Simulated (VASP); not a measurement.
Input of a VASP 6.6.1 run:

The input POSCAR:

```
BaTe
1.0
    0.0000000000      3.6825132750      3.4927136154
    3.6825132750      0.0000000000      3.4927136154
    3.6825132750      3.6825132750      0.0000000000
Ba Te
1 1
Direct
    0.0000000000      0.0000000000      0.0000000000
    0.5000000000      0.5000000000      0.5000000000
```

Contents of INCAR.step1:

```
PREC = Accurate ; ENCUT = 520
ISMEAR = 0 ; SIGMA = 0.01
LREAL = F ; LASPH = T
NELM = 100 ; NBANDS = 15
GGA = PE ; ALGO = Normal
EDIFF = 1E-4 ; LWAVE = T
LCHARG = F
```

Contents of INCAR.step2:

```
PREC = Accurate ; ENCUT = 520
EDIFF = 1E-6 ; ISMEAR = 0
SIGMA = 0.01 ; LREAL = F
LASPH = T ; NELM = 100
ALGO = Normal ; ISIF = 2
LWAVE = F ; LCHARG = F
METAGGA = R2SCAN ; LMIXTAU = T
NBANDS = 15 ; ISTART = 1
```

Contents of KPOINTS:

```
regular mesh
0
Gamma
  6 6 6
```

Potentials or basis: VASP PAW PBE potentials, release 64 (Ba_sv, Te).

The run is started by

```console
$ cat potpaw_PBE.64/Ba_sv/POTCAR potpaw_PBE.64/Te/POTCAR > POTCAR
$ cp INCAR.step1 INCAR
$ mpirun -np 1 vasp_std > vasp.out
$ cp INCAR.step2 INCAR
$ mpirun -np 1 vasp_std > vasp.out
```

Question: Estimate the pressure.

Answer: -1.5 GPa.

Question: Estimate the band gap on the k mesh.

Answer: 1.98 eV, indirect (least direct gap 2.38 eV).

Stress tensor (GPa, compression positive):
```
-2.36  0.00  0.00
 0.00 -2.36  0.00
 0.00  0.00  0.37
```

Caveat: the PAW data sets were made with another functional, which shifts forces and pressure a little; spin-orbit coupling is left out, which moves the levels of the heavy elements. A k mesh can miss the band edges.
